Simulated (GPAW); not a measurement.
The system is Sb.

```
Sb
1.0
     3.11729    0.00000    0.00000
     0.00000    3.11729    0.00000
     0.00000    0.00000    3.11729
Sb
1
Cartesian
  0.0000 0.0000 0.0000
```

This isn't the form of Sb at room conditions, which is rhombohedral.

The cell isn't the ideal one: volume scaled by 0.96.

* Program: GPAW 26.7.0
* Task: relaxation of cell and atoms
* Functional: PBEsol
* Potentials or basis: PAW data sets generated in the run's folder for this functional
* Cutoff: 600 eV
* Basis: pw
* k mesh: 9 × 9 × 9
* Occupations: fermi-dirac, width 0.05 eV
* Spin: no spin polarisation

At the start: pressure -3.5 GPa; volume 30.29 Å³/atom.

Q: Where does the relaxation end?

A: Over 3 steps the energy falls by 22.6 meV/atom and the volume is 28.23 Å³/atom (-6.8 %); space group Pm-3m (No. 221, to 0.05 Å).

The path:
```csv
step,energy change (eV),largest force (eV/Å),pressure (GPa),volume (Å³)
1,0.0000,0.0000,-3.48,30.29
2,-0.0147,0.0000,-2.15,29.45
3,-0.0226,0.0000,0.23,28.23
```

Final structure:
```cif
data_structure
_symmetry_space_group_name_H-M 'P 1'
_symmetry_Int_Tables_number 1
_cell_length_a 3.0449
_cell_length_b 3.0449
_cell_length_c 3.0449
_cell_angle_alpha 90.000
_cell_angle_beta 90.000
_cell_angle_gamma 90.000
_cell_volume 28.23
loop_
_atom_site_label
_atom_site_type_symbol
_atom_site_fract_x
_atom_site_fract_y
_atom_site_fract_z
_atom_site_occupancy
Sb1 Sb 0.00000 0.00000 0.00000 1
```

Caveat: later steps reuse the first step's grids.
